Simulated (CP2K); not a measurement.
Crystal: TiC.

```
Ti C
1.0
     3.06279    0.00000    0.00000
     1.53139    2.65245    0.00000
     1.53139    0.88415    2.50076
Ti C
1 1
Direct
  0.00000 0.00000 0.00000
  0.50000 0.50000 0.50000
```

The cell is a database's computed one.

Base run:

```yaml
Program: CP2K 2026.2
Functional: r2SCAN
Potentials_or_basis: POTENTIAL_UZH Ti GTH-PBE-q12, C GTH-PBE-q4; TZVP-MOLOPT-PBE-GTH basis
Density_cutoff: 9184 eV
k_mesh: 11 × 11 × 11
Occupations: fermi-dirac, width 0.05 eV
Spin: no spin polarisation
```

Its results: band gap on the k mesh none (metal or under the smearing width); pressure -0.3 GPa.

Task: After a change of settings the same cell gave: band gap on the k mesh none (metal or under the smearing width); pressure 0.8 GPa. Which change was it?
A. functional from r2SCAN to vdW-DF-cx
B. functional from r2SCAN to LDA
C. functional from r2SCAN to PBEsol
D. functional from r2SCAN to PBE

Result: D.

Caveats: the basis of atomic orbitals isn't converged, which shifts pressures, moduli and gaps; the potentials were made for another functional, which shifts forces and pressure (some runs).
